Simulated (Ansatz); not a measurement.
# MoP (P-6m2) in Ansatz: further runs

Runs on MoP. Level: PBE. Tasks: single point.

Program: Ansatz 0.2.0. These are calculated values, not measurements. Logs are shortened: lines on timing, memory, paths and dates and some standing lists are left out, and cuts for length are marked.

**1. Starting point**

Symmetry: P-6m2, No. 187, hexagonal system. Conventional cell: a = 3.223 Å, b = 3.223 Å, c = 3.191 Å, α = 90.00°, β = 90.00°, γ = 120.00°. Around Mo (site symmetry -6m2) lie 6 P at 2.45 Å. Around P (site symmetry -6m2) lie 6 Mo at 2.45 Å.

**2. Single point, PBE**

input.yaml reads:

```yaml
crystal:
  lattice:
    - [3.223, 0.0, 0.0]
    - [-1.6115, 2.7911998764, 0.0]
    - [0.0, 0.0, 3.191]
  atoms:
    - { symbol: Mo, position: [0.0, 0.0, 0.0] }
    - { symbol: P, position: [0.3333333333, 0.6666666667, 0.5] }
kpoints:
  mp_grid: { grid: [6, 6, 5] }
scf:
  occupations: { method: fermi_dirac, width: 0.03 }
hamiltonian:
  xc: pbe
  pseudopotentials: { kind: all_electron, lapw: { basis_error: 0.002 } }
output:
  forces: true
  stress: true
  eigenvalues: true
```

Potentials or basis: all-electron LAPW, scalar-relativistic.

Started as:

```sh
> ansatz run input.yaml --threads 1 --pin off --max-ram 3072MiB --backend cpu --events-out ev --progress --plain --runs-dir out
```

What it wrote:

```text
Warning: RAYON_NUM_THREADS=1 ignored (pool sized by the plan → 1); use --threads N
LAPW: plane waves up to 7.815 Å⁻¹, error target 2.0e-3 eV per atom; small_component_spin mean_spin; P in spheres of 1.085 Å, 13 of its electrons in bands, Dirac shells []; Mo in spheres of 1.367 Å, 30 of its electrons in bands, Dirac shells [] (how accurate: hamiltonian.pseudopotentials.lapw.basis_error, Limitations)
Engine: ansatz 0.2.0, aarch64-unknown-linux-gnu
Pseudopotentials: kind: all_electron
Pseudopotential: Mo, LAPW, valence charge 30, lapw/all_electron/scalar/gaussian/Mo, Koelling and Harmon's equation, gaussian nucleus
Pseudopotential: P, LAPW, valence charge 13, lapw/all_electron/scalar/gaussian/P, Koelling and Harmon's equation, gaussian nucleus
Functional definition: PBE
  parameter kappa = 0.804
  parameter beta = 0.06672455060314922
  exchange = pbe_x(kappa = kappa, mu = beta*pi^2/3)
  correlation = pbe_c(beta = beta)
Crystal: 2 atoms, lattice volume = 28.706 Å³
Basis set: ecut = 232.668641523311 eV, 217 PW (Γ), exchange–correlation at level 2
Bands: 26, of which v1, the nominal top of the filled ones, is band 22 counted from 1 (21 counted from 0)
Symmetry: 12 space group operations
Space group: P-6m2 (ITA 187), of the structure as read, at distance tolerance 3.1e-5 Å
k-points: 21 of 180 (time reversal used)
Non-local potential: Mo, projectors of the file, none
Non-local potential: P, projectors of the file, none
Initial density: superposition of atomic densities (chi_scale 0.1, normalization cell, long waves kept (reshape's long-wave potential 0.00 eV rms))
Initial wavefunctions: plane waves of lowest kinetic energy (no species holds an atomic orbital)
Functional: x = pbe(κ = 0.804, μ = 0.2195149727645171), c = pbe(β = 0.06672455060314922)
iter 1 solved again at ethr=3.59e-3 eV; its pass at ethr=1.00e-1 eV (dr2=1.55e0 eV) is discarded
SCF iter   1: F=—  HF=-119489.132698 eV  |F-HF|=—  |Δ(HF+E_count)|=         —  Δρ=6.44e-2  dr2=1.55e0  ethr=3.59e-3  ⟨swp⟩=2.0  Hψ=3484  notcnv=0
preconditioner: auto → none  [insulator: Δε(μ)=0.300 eV  Ē_g=9.244 eV  σ=0.030 eV  W_gap=0.76  n_scr=8 (ndim 8)  ℏωp=23.0 eV  f_vac=0.000  D(μ)=1.46/eV (n_scr^D=20)  ε∞_Penn≈7.2]
SCF iter   2: F=—  HF=-119488.752565 eV  |F-HF|=—  |Δ(HF+E_count)|=   3.80e-1  Δρ=5.10e-2  dr2=1.26e0  ethr=3.59e-3  ⟨swp⟩=3.0  Hψ=1668  notcnv=0
iter 3 solved again at ethr=6.13e-5 eV; its pass at ethr=2.92e-3 eV (dr2=2.64e-2 eV) is discarded
SCF iter   3: F=—  HF=-119488.194272 eV  |F-HF|=—  |Δ(HF+E_count)|=   5.58e-1  Δρ=1.29e-2  dr2=2.63e-2  ethr=6.13e-5  ⟨swp⟩=2.0  Hψ=2733  notcnv=0
SCF iter   4: F=—  HF=-119488.185330 eV  |F-HF|=—  |Δ(HF+E_count)|=         —  Δρ=2.70e-3  dr2=3.31e-3  ethr=6.12e-5  ⟨swp⟩=2.2  Hψ=1684  notcnv=0
the basis was enlarged: its passes take 107.8 KiB over the memory plan, 1 of 1 planned eigensolver slots
SCF iter   5: F=—  HF=-119488.183131 eV  |F-HF|=—  |Δ(HF+E_count)|=   2.20e-3  Δρ=3.99e-4  dr2=2.80e-5  ethr=7.69e-6  ⟨swp⟩=2.0  Hψ=1592  notcnv=0
SCF iter   6: F=—  HF=-119488.183127 eV  |F-HF|=—  |Δ(HF+E_count)|=   4.65e-6  Δρ=1.43e-4  dr2=5.98e-6  ethr=6.52e-8  ⟨swp⟩=2.1  Hψ=1595  notcnv=0
SCF iter   7: F=—  HF=-119488.183125 eV  |F-HF|=—  |Δ(HF+E_count)|=   2.23e-6  Δρ=1.57e-5  dr2=6.06e-8  ethr=1.39e-8  ⟨swp⟩=2.0  Hψ=1592  notcnv=0
SCF iter   8: F=-119488.183125 eV  HF=-119488.183125 eV  |F-HF|=2.33e-10  |Δ(HF+E_count)|=   1.70e-8  Δρ=1.74e-6  dr2=5.36e-10  ethr=1.41e-10  ⟨swp⟩=2.1  Hψ=1595  notcnv=0
SCF 1 converged in 8 iterations: F = -119488.183125 eV  dr2 = 5.36e-10
SCF converged after 8 iterations
Free energy (F): -119488.183125 eV
Harris-Foulkes:  -119488.183125 eV  (|F-HF|=2.33e-10)
Internal energy: -119488.178457 eV  (E = F + TS)
E sigma→0 (E₀):  -119488.180791 eV
Entropy (-TS):   -0.004668 eV (-2.334 meV/atom)
Fermi energy:    19.219068 eV
--- Per-component energies (eV) ---
  E_band       = -5052.562440
  E_kinetic    = 123522.025883
  E_xc         = -4005.580583
  E_electrostatic = -239004.623756  (all electrons and nuclei)
  E_smearing   = -0.004668  (= −TS)
  E_closure    = 0.000000  (closes the sum)
  E_atoms      = -119470.547489  (free atoms, spherical and without spin; not in F)
  Σ components = -119488.183125   (vs F -119488.183125, Δ=0.00e0)
  Basis errors (estimates in eV, not in F): energy 7.8e-4 per atom: plane waves 6.9e-4 (3.8e-4 summed), levels above the bands 1.5e-96, relativity 4.1e-8, radial functions 8.4e-5, core shells 1.5e-7; eigenvalues (radial functions only) 3.6e-6; not estimated: angular momenta, meshes, grids; target (lapw.basis_error) 2.0e-3; muffin-tin radii P 1.085 Å, Mo 1.367 Å
--- Forces (eV/Å), atoms counted from 1 ---
  atom   1  Mo    -0.00000000     0.00000000     0.00000000
  atom   2  P     -0.00000000    -0.00000000     0.00000000
  max |Σ_I F_I| component: 3.01e-17 eV/Å
--- Stress (GPa, compression-positive) ---
        3.142270       0.000000       0.000000
        0.000000       3.142270       0.000000
        0.000000       0.000000       2.312327
  P = ⅓ Tr σ = 2.8656 GPa (28.656 kbar)
--- Band table (eV; the first three rows and the last of 21) ---
  k-point 0: bands = ["-356.7719", "-356.7223", "-356.7223", "-198.6537", "-198.6187", "-198.6187", "-198.5950", "-198.5950", "-149.7023", "-100.1882", "-100.1882", "-100.1747", "-41.9867", "-16.1404", "-15.9231", "-15.9231", "5.2958", "15.0387", "15.9197", "15.9197", "18.5136", "19.4855", "19.4855", "23.3497", "23.3497", "24.7711"]
  k-point 1: bands = ["-356.7719", "-356.7223", "-356.7223", "-198.6537", "-198.6187", "-198.6187", "-198.5950", "-198.5950", "-149.7023", "-100.1882", "-100.1882", "-100.1748", "-41.9797", "-16.2437", "-15.9142", "-15.9142", "5.9211", "14.1164", "16.1989", "16.1989", "18.3441", "18.3441", "18.6246", "23.7298", "23.7298", "25.2729"]
  k-point 2: bands = ["-356.7719", "-356.7223", "-356.7223", "-198.6537", "-198.6187", "-198.6187", "-198.5950", "-198.5950", "-149.7023", "-100.1882", "-100.1882", "-100.1748", "-41.9683", "-16.4071", "-15.8997", "-15.8997", "7.3565", "11.9010", "16.5231", "16.5231", "17.5256", "17.5256", "20.1294", "22.4468", "22.4468", "26.4895"]
  k-point 20: bands = ["-356.7719", "-356.7223", "-356.7223", "-198.6537", "-198.6187", "-198.6187", "-198.5950", "-198.5950", "-149.7023", "-100.1883", "-100.1883", "-100.1748", "-41.9327", "-16.3232", "-16.1396", "-16.1094", "8.3948", "12.4628", "13.6475", "15.5169", "17.8384", "20.6901", "22.3581", "23.1743", "23.6006", "24.0694"]
```

It took 6.2 s on 1 thread of Arm Neoverse V2, shared host; peak memory 0.23 GiB.

What came out:

```yaml
Free_energy: -119488.1831 eV
Pressure: 2.9 GPa
Band_gap_on_the_k_mesh: none (metal or under the smearing width)
```

Levels at points of the mesh, in eV from the Fermi level:
| k point | band 18 | band 19 | band 20 | band 21 | band 22 | band 23 | band 24 | band 25 | band 26 |
| --- | --- | --- | --- | --- | --- | --- | --- | --- | --- |
| (0.00, 0.00, 0.00) | -4.18 | -3.30 | -3.30 | -0.71 | 0.27 | 0.27 | 4.13 | 4.13 | 5.55 |
| (0.00, -0.50, 0.00) | -7.25 | -3.94 | -3.73 | -1.27 | -0.43 | 1.72 | 2.36 | 4.64 | 6.11 |

Caveat: the k mesh is coarse (spacing up to 0.39 Å⁻¹), so the values aren't converged; the k mesh is thin for a metal, which can move the energy by tens of meV per atom.

**3. Single point, PBE**

input.yaml reads:

```yaml
crystal:
  lattice:
    - [3.223, 0.0, 0.0]
    - [-1.6115, 2.7911998764, 0.0]
    - [0.0, 0.0, 3.191]
  atoms:
    - { symbol: Mo, position: [0.0, 0.0, 0.0] }
    - { symbol: P, position: [0.3333333333, 0.6666666667, 0.5] }
kpoints:
  mp_grid: { grid: [10, 10, 8] }
scf:
  occupations: { method: gaussian, width: 0.015 }
hamiltonian:
  xc: pbe
  pseudopotentials: { kind: all_electron, lapw: { basis_error: 0.001 } }
output:
  forces: true
  stress: true
  eigenvalues: true
```

Potentials or basis: all-electron LAPW, scalar-relativistic.

Started as:

```sh
> ansatz run input.yaml --threads 1 --pin off --max-ram 3072MiB --backend cpu --events-out ev --progress --plain --runs-dir out
```

What it wrote:

```text
Warning: RAYON_NUM_THREADS=1 ignored (pool sized by the plan → 1); use --threads N
LAPW: plane waves up to 8.159 Å⁻¹, error target 1.0e-3 eV per atom; small_component_spin mean_spin; P in spheres of 1.092 Å, 13 of its electrons in bands, Dirac shells []; Mo in spheres of 1.359 Å, 30 of its electrons in bands, Dirac shells [] (how accurate: hamiltonian.pseudopotentials.lapw.basis_error, Limitations)
[... 9 set-up lines as earlier in the session ...]
Crystal: 2 atoms, lattice volume = 28.706 Å³
Basis set: ecut = 253.62932429590018 eV, 255 PW (Γ), exchange–correlation at level 2
Bands: 26, of which v1, the nominal top of the filled ones, is band 22 counted from 1 (21 counted from 0)
[... 1 set-up line as earlier in the session ...]
[... 23 lines left out ...]
Internal energy: -119488.193027 eV  (E = F + TS)
E sigma→0 (E₀):  -119488.193059 eV
Entropy (-TS):   -0.000063 eV (-0.032 meV/atom)
Fermi energy:    19.227099 eV
--- Per-component energies (eV) ---
  E_band       = -5052.517536
  E_kinetic    = 123521.869796
  E_xc         = -4005.573165
  E_electrostatic = -239004.489659  (all electrons and nuclei)
  E_smearing   = -0.000063  (= −TS)
  E_closure    = 0.000000  (closes the sum)
  E_atoms      = -119470.547489  (free atoms, spherical and without spin; not in F)
  Σ components = -119488.193090   (vs F -119488.193090, Δ=0.00e0)
  Basis errors (estimates in eV, not in F): energy 3.8e-4 per atom: plane waves 3.4e-4 (1.9e-4 summed), levels above the bands 0.0e0, relativity 3.3e-8, radial functions 3.8e-5, core shells 1.8e-7; eigenvalues (radial functions only) 1.5e-6; not estimated: angular momenta, meshes, grids; target (lapw.basis_error) 1.0e-3; muffin-tin radii P 1.092 Å, Mo 1.359 Å
--- Forces (eV/Å), atoms counted from 1 ---
  atom   1  Mo     0.00000000    -0.00000000     0.00000000
  atom   2  P     -0.00000000     0.00000000     0.00000000
  max |Σ_I F_I| component: 3.70e-17 eV/Å
--- Stress (GPa, compression-positive) ---
        2.821319      -0.000000       0.000000
       -0.000000       2.821319       0.000000
        0.000000       0.000000       2.047594
  P = ⅓ Tr σ = 2.5634 GPa (25.634 kbar)
--- Band table (eV; the first three rows and the last of 70) ---
  k-point 0: bands = ["-356.7590", "-356.7148", "-356.7148", "-198.6416", "-198.6081", "-198.6081", "-198.5881", "-198.5881", "-149.7218", "-100.2072", "-100.2072", "-100.1960", "-41.9771", "-16.1303", "-15.9147", "-15.9147", "5.2907", "15.0426", "15.9207", "15.9207", "18.5079", "19.4913", "19.4913", "23.3468", "23.3468", "24.7698"]
  k-point 1: bands = ["-356.7590", "-356.7148", "-356.7148", "-198.6416", "-198.6081", "-198.6081", "-198.5881", "-198.5881", "-149.7218", "-100.2072", "-100.2072", "-100.1961", "-41.9742", "-16.1744", "-15.9109", "-15.9109", "5.5423", "14.7098", "16.0372", "16.0372", "18.4461", "18.9173", "18.9173", "23.7287", "23.7287", "24.9788"]
  k-point 2: bands = ["-356.7590", "-356.7148", "-356.7148", "-198.6416", "-198.6081", "-198.6081", "-198.5881", "-198.5881", "-149.7218", "-100.2072", "-100.2072", "-100.1961", "-41.9669", "-16.2794", "-15.9017", "-15.9017", "6.2396", "13.5834", "16.3255", "16.3255", "18.0076", "18.0076", "18.9066", "23.4815", "23.4815", "25.5226"]
  k-point 69: bands = ["-356.7590", "-356.7148", "-356.7148", "-198.6416", "-198.6081", "-198.6081", "-198.5881", "-198.5881", "-149.7217", "-100.2073", "-100.2073", "-100.1961", "-41.9219", "-16.3391", "-16.1420", "-16.0752", "8.3569", "12.4462", "13.4895", "15.9357", "17.8254", "20.8304", "22.4784", "22.7616", "23.7081", "24.7894"]
```

It took 21 s on 1 thread of Arm Neoverse V2, shared host; peak memory 0.32 GiB.

Results:

* Free energy: -119488.1931 eV
* Pressure: 2.6 GPa
* Band gap on the k mesh: none (metal or under the smearing width)

Stress tensor (GPa, compression positive):
```
2.82 0.00 0.00
0.00 2.82 0.00
0.00 0.00 2.05
```

**4. Single point, PBE**

input.yaml, as its differences from that of step 3:

```diff
@@ -11,3 +11,3 @@
 scf:
-  occupations: { method: gaussian, width: 0.015 }
+  occupations: { method: gaussian, width: 0.023 }
 hamiltonian:
```

Started as:

```sh
> ansatz run input.yaml --threads 1 --pin off --max-ram 3072MiB --backend cpu --events-out ev --progress --plain --runs-dir out
```

Run time: 21 s. Hardware: 1 thread of Arm Neoverse V2, shared host; peak memory 0.32 GiB.

Results (log left out):

```
Free energy            : -119488.1931 eV
Pressure               : 2.6 GPa
Band gap on the k mesh : none (metal or under the smearing width)
```

Stress tensor (GPa, compression positive):
```
2.82 0.00 0.00
0.00 2.82 0.00
0.00 0.00 2.04
```

Levels at points of the mesh, in eV from the Fermi level:
| k point | band 20 | band 21 | band 22 | band 23 | band 24 | band 25 |
| --- | --- | --- | --- | --- | --- | --- |
| (0.00, 0.00, 0.00) | -3.30 | -0.71 | 0.27 | 0.27 | 4.12 | 4.12 |
| (0.00, 0.00, -0.50) | -2.73 | -1.67 | -1.67 | 1.33 | 2.93 | 2.93 |
| (0.00, -0.50, 0.00) | -3.73 | -1.28 | -0.43 | 1.72 | 2.36 | 4.64 |
| (0.00, -0.50, -0.50) | -4.43 | -1.04 | 1.43 | 1.84 | 3.55 | 5.06 |

**5. Summary**

| k mesh | cutoff (eV) | smearing | basis error allowed | mesh quality | gap on the mesh (eV) | pressure (GPa) |
| --- | --- | --- | --- | --- | --- | --- |
| 6 × 6 × 5 | 233 | fermi-dirac 0.03 eV | 0.002 eV/atom | coarse | none | 2.9 |
| 10 × 10 × 8 | 254 | gaussian 0.015 eV | 0.001 eV/atom | not flagged | none | 2.6 |
| 10 × 10 × 8 | 254 | gaussian 0.023 eV | 0.001 eV/atom | not flagged | none | 2.6 |

Alike in all rows: task single point; level PBE; potentials or basis all-electron LAPW, scalar-relativistic; no spin polarisation; cell as given.

Caveats: some runs use coarse meshes; the k mesh is thin for a metal, which can move the energy by tens of meV per atom (some runs).

Compare energies only between runs with the same functional and basis.
